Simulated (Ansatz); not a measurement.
**Mg2Si: how the settings move a single-point run**

Aim: see which settings change the result for Mg2Si, by how much, and at what cost.

Computed with Ansatz 0.2.0 (reference: DFT, PBE, all-electron LAPW, scalar-relativistic, unless a step's input says otherwise).

## (1) The starting structure

It takes space group Fm-3m (No. 225, cubic). The conventional cell has a = 6.390 Å, b = 6.390 Å, c = 6.390 Å, α = 90.00°, β = 90.00°, γ = 90.00°. Around Mg (site symmetry -43m) lie 4 Si at 2.77 Å. Si (site symmetry m-3m) has 8 Mg at 2.77 Å as nearest neighbours.

Structure file:

```
CELL_PARAMETERS angstrom
0.00000 3.19500 3.19500
3.19500 0.00000 3.19500
3.19500 3.19500 0.00000
ATOMIC_POSITIONS crystal
Mg 0.25000 0.25000 0.25000
Mg 0.75000 0.75000 0.75000
Si 0.00000 0.00000 0.00000
```

## (2) Baseline

input.yaml

```yaml
crystal:
  lattice:
    - [0.0, 3.195, 3.195]
    - [3.195, 0.0, 3.195]
    - [3.195, 3.195, 0.0]
  atoms:
    - { symbol: Mg, position: [0.25, 0.25, 0.25] }
    - { symbol: Mg, position: [0.75, 0.75, 0.75] }
    - { symbol: Si, position: [0.0, 0.0, 0.0] }
kpoints:
  mp_grid: { grid: [9, 9, 9] }
  band_path:
    path:
      - [0.0, 0.0, 0.0]
      - [0.5, 0.0, 0.5]
      - [0.625, 0.25, 0.625]
      - [0.375, 0.375, 0.75]
      - [0.0, 0.0, 0.0]
      - [0.5, 0.5, 0.5]
      - [0.5, 0.25, 0.75]
      - [0.5, 0.0, 0.5]
    npoints: 14
scf:
  occupations: { method: fermi_dirac, width: 0.05 }
hamiltonian:
  xc: pbe
  pseudopotentials: { kind: all_electron, lapw: { basis_error: 0.0005 } }
output:
  forces: true
  stress: true
  eigenvalues: true
  fatbands: true
  populations: true
  dos: { projected: true, de: 0.2, e_range: [-14, 8] }
```

Run with:

```sh
ansatz run input.yaml --threads 1 --pin off --max-ram 4096MiB --backend cpu --events-out ev --progress --plain --runs-dir out
```

## (3) Variant: xc_grid 2

Edit input.yaml of step 2 so:

```diff
@@ -31,4 +31,4 @@
   eigenvalues: true
-  fatbands: true
   populations: true
-  dos: { projected: true, de: 0.2, e_range: [-14, 8] }
+basis:
+  xc_grid: 2
```

**Question.** What will these runs give? Wanted: for each run, ending; energy change; pressure; gap; force.

The runs gave:

```tsv
run	ending	energy change	pressure (GPa)	gap (eV)	force (eV/Å)	cycles	time
reference	converged	0	-0.7	0.31	0.00	7	19 s
1: xc_grid 2	converged	0.0 meV/atom	-0.7	0.31	0.00	7	13 s
```

Times don't compare one to one where runs were asked for different outputs or read a saved state (see the inputs); cycles may leave out searches for a lower state.

Residual by cycle in the longest SCF loop of each run; runs are numbered as in the table. The quantity is the density residual dr2, in eV.

```tsv
cycle	reference	run 1
1	1.72	1.72
2	0.0213	0.0213
3	0.0094	0.0094
4	0.00166	0.00166
5	8.6e-5	8.6e-5
6	1.0e-6	1.0e-6
7	6.1e-9	6.1e-9
```

**Reading.** The changed input (numerical grids) leaves the energy the same to the digits printed.
